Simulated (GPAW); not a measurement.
# SnTe (F-43m) in GPAW: notebook, part 3 of 3

GPAW 26.7.0.

**4. Relaxation of cell and atoms, PBEsol, target pressure 5 GPa, at which the enthalpy is minimised**

The input, run.py:

```python
from ase import Atoms
from ase.filters import FrechetCellFilter
from ase.io import write
from ase.optimize import BFGS
from ase.units import GPa
from gpaw import GPAW, PW, setup_paths

setup_paths.insert(0, '.')

atoms = Atoms(['Te', 'Sn'],
              cell=[[0.0, 3.611146, 3.611146],
                    [3.611146, 0.0, 3.611146],
                    [3.611146, 3.611146, 0.0]],
              scaled_positions=[[0.25, 0.25, 0.25],
                                [0.0, 0.0, 0.0]],
              pbc=True)

calc = GPAW(mode=PW(600),
            xc='PBEsol',
            kpts={'size': (7, 7, 7), 'gamma': True},
            occupations={'name': 'fermi-dirac', 'width': 0.05},
            nbands=19,
            convergence={'density': 1e-05, 'forces': 0.0001},
            maxiter=150,
            txt='gpaw.txt')
atoms.calc = calc
opt = BFGS(FrechetCellFilter(atoms, scalar_pressure=5 * GPa), trajectory='relax.traj', logfile='-')
done = opt.run(fmax=0.02, steps=60)
calc.write('gs.gpw')
write('result.traj', atoms)
print('Converged:', done)
print('Cell:', atoms.cell.cellpar().round(4))
print('Volume:', round(atoms.get_volume(), 4))
print(atoms.get_scaled_positions().round(5))
```

Potentials or basis: PAW data sets generated in the run's folder for this functional, pw.

Run with:

```bash
$ gpaw-setup -f PBEsol Sn Te
$ OMP_NUM_THREADS=1 python run.py
```

gpaw.txt:

```text
__  _  _
 | _ |_)|_||  |
 |__||  | ||/\| - 26.7.0

Input parameters:
  mode=PW(ecut=600.0),
  convergence={'density': 1e-05, 'forces': 0.0001},
  kpts=MonkhorstPack(size=(7, 7, 7), gamma=True),
  maxiter=150,
  nbands=19,
  occupations=Occupations(name='fermi-dirac', width=0.05),
  xc=XC(name='PBEsol')

Diagonalizing LCAO Hamiltonian
Converting LCAO to pw mode

             Te

       Sn

Atoms  # Å, Bohr magnetons
|   | symbol |        x |        y |        z |    initial magnetic moments |
|---|--------|----------|----------|----------|-----------------------------|
| 0 |     Te | 1.805573 | 1.805573 | 1.805573 | ( 0.0000,  0.0000,  0.0000) |
| 1 |     Sn | 0.000000 | 0.000000 | 0.000000 | ( 0.0000,  0.0000,  0.0000) |

Unit cell  # Å
| periodic |        x |        y |        z |  lengths |    angles |
|----------|----------|----------|----------|----------|-----------|
|      yes | 0.000000 | 3.611146 | 3.611146 | 5.106932 | 60.000000 |
|      yes | 3.611146 | 0.000000 | 3.611146 | 5.106932 | 60.000000 |
|      yes | 3.611146 | 3.611146 | 0.000000 | 5.106932 | 60.000000 |

Number of symmetries: 24
Symmetry operations  # r_c * U_cc + t_c -> r_c
|    | kind |            matrix            |
|----|------|------------------------------|
|  0 |  E   |  1, 0, 0,  0, 1, 0,  0, 0, 1 |
|  1 |  σ   |  1, 0, 0,  0, 0, 1,  0, 1, 0 |
|  2 |  σ   |  1, 0,-1,  0, 1,-1,  0, 0,-1 |
|  3 |  C3  |  1, 0,-1,  0, 0,-1,  0, 1,-1 |
|  4 |  C3  |  1,-1, 0,  0,-1, 1,  0,-1, 0 |
|  5 |  σ   |  1,-1, 0,  0,-1, 0,  0,-1, 1 |
|  6 |  σ   |  0, 1, 0,  1, 0, 0,  0, 0, 1 |
|  7 |  C3  |  0, 1, 0,  0, 0, 1,  1, 0, 0 |
|  8 |  C2  |  0, 1,-1,  1, 0,-1,  0, 0,-1 |
|  9 |  S4  |  0, 1,-1,  0, 0,-1,  1, 0,-1 |
| 10 |  C3  |  0, 0, 1,  1, 0, 0,  0, 1, 0 |
| 11 |  σ   |  0, 0, 1,  0, 1, 0,  1, 0, 0 |
| 12 |  S4  |  0, 0,-1,  1, 0,-1,  0, 1,-1 |
| 13 |  C3  |  0, 0,-1,  0, 1,-1,  1, 0,-1 |
[... 181 lines left out ...]
|          2 |       -18.995 |     2.000 |
|          3 |       -18.985 |     2.000 |
|          4 |       -18.985 |     2.000 |
|          5 |        -8.826 |     2.000 |
|          6 |        -2.491 |     2.000 |
|          7 |         0.776 |     2.000 |
[... 9 lines left out ...]
|         17 |        10.256 |     0.000 |
|         18 |        10.256 |     0.000 |

Gap: 0.284 eV
Transition (v -> c):
  (s=0, k=9, n=9, [0.43, 0.29, -0.29]) -> (s=0, k=16, n=10, [0.43, 0.43, 0.00])
Direct/indirect transitions are different
Direct gap: 0.785 eV
Transition at: (s=0, k=16, n=9, [0.43, 0.43, 0.00])

Stress tensor  # eV/Ang^3
|         x |        y |         z |
|-----------|----------|-----------|
|  0.009379 | 0.000000 | -0.000000 |
|  0.000000 | 0.009379 |  0.000000 |
| -0.000000 | 0.000000 |  0.009379 |

Forces  # eV/Ang
|       x |        y |       z |
|---------|----------|---------|
| 0.00000 | -0.00000 | 0.00000 |  # Te   0
| 0.00000 | -0.00000 | 0.00000 |  # Sn   1

Interpolating wave functions to new cell

             Te

       Sn

Atoms  # Å, Bohr magnetons
|   | symbol |        x |         y |        z |    initial magnetic moments |
|---|--------|----------|-----------|----------|-----------------------------|
| 0 |     Te | 1.781091 |  1.781091 | 1.781091 | ( 0.0000,  0.0000,  0.0000) |
| 1 |     Sn | 0.000000 | -0.000000 | 0.000000 | ( 0.0000,  0.0000,  0.0000) |

Unit cell  # Å
| periodic |         x |         y |        z |  lengths |    angles |
|----------|-----------|-----------|----------|----------|-----------|
|      yes | -0.000000 |  3.562183 | 3.562183 | 5.037687 | 60.000000 |
|      yes |  3.562183 | -0.000000 | 3.562183 | 5.037687 | 60.000000 |
|      yes |  3.562183 |  3.562183 | 0.000000 | 5.037687 | 60.000000 |

Number of symmetries: 24
Symmetry operations  # r_c * U_cc + t_c -> r_c
|    | kind |            matrix            |
|----|------|------------------------------|
|  0 |  E   |  1, 0, 0,  0, 1, 0,  0, 0, 1 |
|  1 |  σ   |  1, 0, 0,  0, 0, 1,  0, 1, 0 |
|  2 |  σ   |  1, 0,-1,  0, 1,-1,  0, 0,-1 |
|  3 |  C3  |  1, 0,-1,  0, 0,-1,  0, 1,-1 |
|  4 |  C3  |  1,-1, 0,  0,-1, 1,  0,-1, 0 |
|  5 |  σ   |  1,-1, 0,  0,-1, 0,  0,-1, 1 |
|  6 |  σ   |  0, 1, 0,  1, 0, 0,  0, 0, 1 |
|  7 |  C3  |  0, 1, 0,  0, 0, 1,  1, 0, 0 |
|  8 |  C2  |  0, 1,-1,  1, 0,-1,  0, 0,-1 |
|  9 |  S4  |  0, 1,-1,  0, 0,-1,  1, 0,-1 |
| 10 |  C3  |  0, 0, 1,  1, 0, 0,  0, 1, 0 |
| 11 |  σ   |  0, 0, 1,  0, 1, 0,  1, 0, 0 |
| 12 |  S4  |  0, 0,-1,  1, 0,-1,  0, 1,-1 |
| 13 |  C3  |  0, 0,-1,  0, 1,-1,  1, 0,-1 |
[... 181 lines left out ...]
|          2 |       -18.655 |     2.000 |
|          3 |       -18.642 |     2.000 |
|          4 |       -18.642 |     2.000 |
|          5 |        -8.702 |     2.000 |
|          6 |        -2.036 |     2.000 |
|          7 |         1.019 |     2.000 |
[... 9 lines left out ...]
|         17 |        10.595 |     0.000 |
|         18 |        10.595 |     0.000 |

Gap: 0.185 eV
Transition (v -> c):
  (s=0, k=9, n=9, [0.43, 0.29, -0.29]) -> (s=0, k=16, n=10, [0.43, 0.43, 0.00])
Direct/indirect transitions are different
Direct gap: 0.741 eV
Transition at: (s=0, k=16, n=9, [0.43, 0.43, 0.00])

Stress tensor  # eV/Ang^3
|         x |         y |         z |
|-----------|-----------|-----------|
|  0.003578 |  0.000000 | -0.000000 |
|  0.000000 |  0.003578 | -0.000000 |
| -0.000000 | -0.000000 |  0.003578 |

Forces  # eV/Ang
|       x |        y |       z |
|---------|----------|---------|
| 0.00000 | -0.00000 | 0.00000 |  # Te   0
| 0.00000 | -0.00000 | 0.00000 |  # Sn   1

Interpolating wave functions to new cell

            Te

       Sn

Atoms  # Å, Bohr magnetons
|   | symbol |        x |         y |        z |    initial magnetic moments |
|---|--------|----------|-----------|----------|-----------------------------|
| 0 |     Te | 1.671780 |  1.671780 | 1.671780 | ( 0.0000,  0.0000,  0.0000) |
| 1 |     Sn | 0.000000 | -0.000000 | 0.000000 | ( 0.0000,  0.0000,  0.0000) |
[... 229 lines left out ...]
Stress tensor  # eV/Ang^3
|         x |         y |         z |
|-----------|-----------|-----------|
| -0.038090 |  0.000000 | -0.000000 |
|  0.000000 | -0.038090 | -0.000000 |
| -0.000000 | -0.000000 | -0.038090 |

Forces  # eV/Ang
|       x |       y |        z |
|---------|---------|----------|
| 0.00000 | 0.00000 |  0.00000 |  # Te   0
| 0.00000 | 0.00000 | -0.00000 |  # Sn   1

Interpolating wave functions to new cell

            Te

       Sn

Atoms  # Å, Bohr magnetons
|   | symbol |        x |         y |         z |    initial magnetic moments |
|---|--------|----------|-----------|-----------|-----------------------------|
| 0 |     Te | 1.686735 |  1.686735 |  1.686735 | ( 0.0000,  0.0000,  0.0000) |
| 1 |     Sn | 0.000000 | -0.000000 | -0.000000 | ( 0.0000,  0.0000,  0.0000) |

Unit cell  # Å
| periodic |        x |        y |         z |  lengths |    angles |
|----------|----------|----------|-----------|----------|-----------|
|      yes | 0.000000 | 3.373469 |  3.373469 | 4.770806 | 60.000000 |
|      yes | 3.373469 | 0.000000 |  3.373469 | 4.770806 | 60.000000 |
|      yes | 3.373469 | 3.373469 | -0.000000 | 4.770806 | 60.000000 |

Number of symmetries: 24
Symmetry operations  # r_c * U_cc + t_c -> r_c
|    | kind |            matrix            |
|----|------|------------------------------|
|  0 |  E   |  1, 0, 0,  0, 1, 0,  0, 0, 1 |
|  1 |  σ   |  1, 0, 0,  0, 0, 1,  0, 1, 0 |
|  2 |  σ   |  1, 0,-1,  0, 1,-1,  0, 0,-1 |
|  3 |  C3  |  1, 0,-1,  0, 0,-1,  0, 1,-1 |
|  4 |  C3  |  1,-1, 0,  0,-1, 1,  0,-1, 0 |
|  5 |  σ   |  1,-1, 0,  0,-1, 0,  0,-1, 1 |
|  6 |  σ   |  0, 1, 0,  1, 0, 0,  0, 0, 1 |
|  7 |  C3  |  0, 1, 0,  0, 0, 1,  1, 0, 0 |
[... 208 lines left out ...]
Stress tensor  # eV/Ang^3
|         x |         y |         z |
|-----------|-----------|-----------|
| -0.030311 | -0.000000 | -0.000000 |
| -0.000000 | -0.030311 | -0.000000 |
| -0.000000 | -0.000000 | -0.030311 |

Forces  # eV/Ang
|        x |        y |        z |
|----------|----------|----------|
| -0.00000 |  0.00000 | -0.00000 |  # Te   0
|  0.00000 | -0.00000 |  0.00000 |  # Sn   1

Interpolating wave functions to new cell

            Te

       Sn

Atoms  # Å, Bohr magnetons
|   | symbol |        x |         y |        z |    initial magnetic moments |
|---|--------|----------|-----------|----------|-----------------------------|
| 0 |     Te | 1.684963 |  1.684963 | 1.684963 | ( 0.0000,  0.0000,  0.0000) |
| 1 |     Sn | 0.000000 | -0.000000 | 0.000000 | ( 0.0000,  0.0000,  0.0000) |
[... 226 lines left out ...]
Stress tensor  # eV/Ang^3
|         x |         y |         z |
|-----------|-----------|-----------|
| -0.031191 | -0.000000 | -0.000000 |
| -0.000000 | -0.031191 | -0.000000 |
| -0.000000 | -0.000000 | -0.031191 |

Forces  # eV/Ang
|        x |       y |       z |
|----------|---------|---------|
| -0.00000 | 0.00000 | 0.00000 |  # Te   0
|  0.00000 | 0.00000 | 0.00000 |  # Sn   1

# Writing to gs.gpw (mode='')
```

It took 85 s on 1 thread of Arm Neoverse V2, shared host; peak memory 0.25 GiB.

What came out:

| Quantity | Value |
| --- | --- |
| Free energy | -7.7207 eV |
| Relaxed volume | 38.27 Å³/atom |
| Relaxed cell | a = 4.766 Å, b = 4.766 Å, c = 4.766 Å, α = 60.00°, β = 60.00°, γ = 60.00° |
| Space group after relaxing (to 0.05 Å) | F-43m (No. 216) |
| Energy change on relaxing (the enthalpy is what falls) | +69.5 meV/atom |
| Ionic steps | 5 |
| Pressure after relaxing | 5.0 GPa |
| Band gap on the k mesh | none (metal or under the smearing width) |

The path:
```
step  energy change (eV)  largest force (eV/Å)  pressure (GPa)  volume (Å³)
   1              0.0000                0.0000           -1.50        94.18
   2             -0.0239                0.0000           -0.57        90.40
   3              0.2008                0.0000            6.10        74.76
   4              0.1314                0.0000            4.86        76.78
   5              0.1389                0.0000            5.00        76.54
```

Final structure:
```
CELL_PARAMETERS angstrom
0.00000 3.36993 3.36993
3.36993 0.00000 3.36993
3.36993 3.36993 0.00000
ATOMIC_POSITIONS crystal
Te 0.25000 0.25000 0.25000
Sn 0.00000 0.00000 0.00000
```

Levels at points of the mesh, in eV from the Fermi level:
```
           k point  band 6  band 7  band 8  band 9  band 10  band 11  band 12  band 13  band 14  band 15
(0.00, 0.00, 0.00)  -12.75   -4.54   -2.44   -2.44    -2.44     0.82     0.82     0.82     3.93     6.50
```

Caveat: later steps reuse the first step's grids; the volume moved by over 15 % at a fixed basis, so the end points are rough.

**5. Relaxation of cell and atoms, PBEsol, target pressure 10 GPa, at which the enthalpy is minimised**

Edit run.py of step 4 so:

```diff
@@ -26,3 +26,3 @@
 atoms.calc = calc
-opt = BFGS(FrechetCellFilter(atoms, scalar_pressure=5 * GPa), trajectory='relax.traj', logfile='-')
+opt = BFGS(FrechetCellFilter(atoms, scalar_pressure=10 * GPa), trajectory='relax.traj', logfile='-')
 done = opt.run(fmax=0.02, steps=60)
```

Run with:

```bash
$ gpaw-setup -f PBEsol Sn Te
$ OMP_NUM_THREADS=1 python run.py
```

Wall time 86 s (1 thread of Arm Neoverse V2, shared host); peak memory 0.26 GiB.

It converged, with:

| Quantity | Value |
| --- | --- |
| Free energy | -7.4059 eV |
| Relaxed volume | 34.83 Å³/atom |
| Relaxed cell | a = 4.619 Å, b = 4.619 Å, c = 4.619 Å, α = 60.00°, β = 60.00°, γ = 60.00° |
| Space group after relaxing (to 0.05 Å) | F-43m (No. 216) |
| Energy change on relaxing (the enthalpy is what falls) | +227.3 meV/atom |
| Ionic steps | 5 |
| Pressure after relaxing | 10.0 GPa |
| Band gap on the k mesh | none (metal or under the smearing width) |

The path:
```csv
step,energy change (eV),largest force (eV/Å),pressure (GPa),volume (Å³)
1,0.0000,0.0000,-1.50,94.18
2,-0.0262,0.0000,0.24,87.60
3,0.6620,0.0000,12.82,66.75
4,0.4276,0.0000,9.60,70.11
5,0.4546,0.0000,9.99,69.67
```

Final structure:
```yaml
crystal:
  lattice:
    - [0.00000, 3.26589, 3.26589]
    - [3.26589, 0.00000, 3.26589]
    - [3.26589, 3.26589, 0.00000]
  atoms:
    - { symbol: Te, position: [0.25000, 0.25000, 0.25000] }
    - { symbol: Sn, position: [0.00000, 0.00000, 0.00000] }
```

Levels at points of the mesh, in eV from the Fermi level:
```
           k point  band 8  band 9  band 10  band 11  band 12  band 13
(0.00, 0.00, 0.00)   -2.69   -2.69    -2.69     0.68     0.68     0.68
```

Caveat: later steps reuse the first step's grids; the volume moved by over 15 % at a fixed basis, so the end points are rough. Spin-orbit coupling is left out, which matters for the levels of Te.

**6. Relaxation of cell and atoms, PBEsol, target pressure 20 GPa, at which the enthalpy is minimised**

Edit run.py of step 5 so:

```diff
@@ -26,3 +26,3 @@
 atoms.calc = calc
-opt = BFGS(FrechetCellFilter(atoms, scalar_pressure=10 * GPa), trajectory='relax.traj', logfile='-')
+opt = BFGS(FrechetCellFilter(atoms, scalar_pressure=20 * GPa), trajectory='relax.traj', logfile='-')
 done = opt.run(fmax=0.02, steps=60)
```

Potentials or basis: PAW data sets generated in the run's folder for this functional, pw.

Run with:

```bash
$ gpaw-setup -f PBEsol Sn Te
$ OMP_NUM_THREADS=1 python run.py
```

It took 60 s on 1 thread of Arm Neoverse V2, shared host; peak memory 0.21 GiB.

It converged, with:

* Free energy: -6.6412 eV
* Relaxed volume: 30.62 Å³/atom
* Relaxed cell: a = 4.424 Å, b = 4.424 Å, c = 4.424 Å, α = 60.00°, β = 60.00°, γ = 60.00°
* Space group after relaxing (to 0.05 Å): F-43m (No. 216)
* Energy change on relaxing (the enthalpy is what falls): +610.0 meV/atom
* Ionic steps: 4
* Pressure after relaxing: 19.9 GPa
* Band gap on the k mesh: none (metal or under the smearing width)

Step by step:
```tsv
step	energy change (eV)	largest force (eV/Å)	pressure (GPa)	volume (Å³)
1	0.0000	0.0000	-1.50	94.18
2	0.0132	0.0000	2.16	82.25
3	1.2575	0.0000	20.40	60.93
4	1.2201	0.0000	19.94	61.23
```

Final structure:
```
Te Sn
1.0
     0.00000    3.12832    3.12832
     3.12832    0.00000    3.12832
     3.12832    3.12832    0.00000
Te Sn
1 1
Cartesian
  1.5642 1.5642 1.5642
  0.0000 0.0000 0.0000
```

Levels at points of the mesh, in eV from the Fermi level:
```tsv
k point	band 8	band 9	band 10	band 11	band 12	band 13
(0.00, 0.00, 0.00)	-2.95	-2.95	-2.95	0.56	0.56	0.56
```

Caveat: later steps reuse the first step's grids; the volume moved by over 15 % at a fixed basis, so the end points are rough.

**7. Relaxation of cell and atoms, PBEsol, target pressure 30 GPa, at which the enthalpy is minimised**

Edit run.py of step 6 so:

```diff
@@ -26,3 +26,3 @@
 atoms.calc = calc
-opt = BFGS(FrechetCellFilter(atoms, scalar_pressure=20 * GPa), trajectory='relax.traj', logfile='-')
+opt = BFGS(FrechetCellFilter(atoms, scalar_pressure=30 * GPa), trajectory='relax.traj', logfile='-')
 done = opt.run(fmax=0.02, steps=60)
```

Run with:

```bash
$ gpaw-setup -f PBEsol Sn Te
$ OMP_NUM_THREADS=1 python run.py
```

Wall time 68 s (1 thread of Arm Neoverse V2, shared host); peak memory 0.22 GiB.

Results (log left out):

```
Free energy                                            : -5.7945 eV
Relaxed volume                                         : 27.87 Å³/atom
Relaxed cell                                           : a = 4.288 Å, b = 4.288 Å, c = 4.288 Å, α = 60.00°, β = 60.00°, γ = 60.00°
Space group after relaxing (to 0.05 Å)                 : F-43m (No. 216)
Energy change on relaxing (the enthalpy is what falls) : +1035.2 meV/atom
Ionic steps                                            : 5
Pressure after relaxing                                : 30.0 GPa
Band gap on the k mesh                                 : none (metal or under the smearing width)
```

Step by step:
```tsv
step	energy change (eV)	largest force (eV/Å)	pressure (GPa)	volume (Å³)
1	0.0000	0.0000	-1.50	94.18
2	0.1181	0.0000	4.60	77.23
3	1.8061	0.0000	26.92	57.21
4	2.1064	0.0000	30.41	55.54
5	2.0704	0.0000	30.00	55.73
```

Final structure:
```cif
data_structure
_symmetry_space_group_name_H-M 'P 1'
_symmetry_Int_Tables_number 1
_cell_length_a 4.2876
_cell_length_b 4.2876
_cell_length_c 4.2876
_cell_angle_alpha 60.000
_cell_angle_beta 60.000
_cell_angle_gamma 60.000
_cell_volume 55.73
loop_
_atom_site_label
_atom_site_type_symbol
_atom_site_fract_x
_atom_site_fract_y
_atom_site_fract_z
_atom_site_occupancy
Te1 Te 0.25000 0.25000 0.25000 1
Sn1 Sn 0.00000 0.00000 0.00000 1
```

Levels at points of the mesh, in eV from the Fermi level:
| k point | band 6 | band 7 | band 8 | band 9 | band 10 | band 11 | band 12 | band 13 | band 14 | band 15 |
| --- | --- | --- | --- | --- | --- | --- | --- | --- | --- | --- |
| (0.00, 0.00, 0.00) | -15.23 | -3.16 | -3.16 | -3.16 | -3.09 | 0.41 | 0.41 | 0.41 | 3.86 | 6.67 |

Caveat: later steps reuse the first step's grids; the volume moved by over 15 % at a fixed basis, so the end points are rough. Spin-orbit coupling is left out, which matters for the levels of Te.

**8. Overview**

```tsv
cell	target pressure	gap on the mesh (eV)	pressure (GPa)
relaxed	-	0.12	0.1
relaxed to 2 GPa	2 GPa	none	2.0
relaxed to 5 GPa	5 GPa	none	5.0
relaxed to 10 GPa	10 GPa	none	10.0
relaxed to 20 GPa	20 GPa	none	19.9
relaxed to 30 GPa	30 GPa	none	30.0
```

Alike in all rows: task relaxation of cell and atoms; level PBEsol; potentials or basis PAW data sets generated in the run's folder for this functional, pw; no spin polarisation; k mesh 7 × 7 × 7; cutoff (eV) 600; smearing fermi-dirac 0.05 eV.

Caveats: later steps reuse the first step's grids; the volume moved by over 15 % at a fixed basis, so the end points are rough (some runs); spin-orbit coupling is left out, which moves the levels of the heavy elements (some runs); an odd mesh through Γ misses points on the zone boundary, where band edges often lie (some runs).

Absolute energies hang on the potentials; compare differences alone.
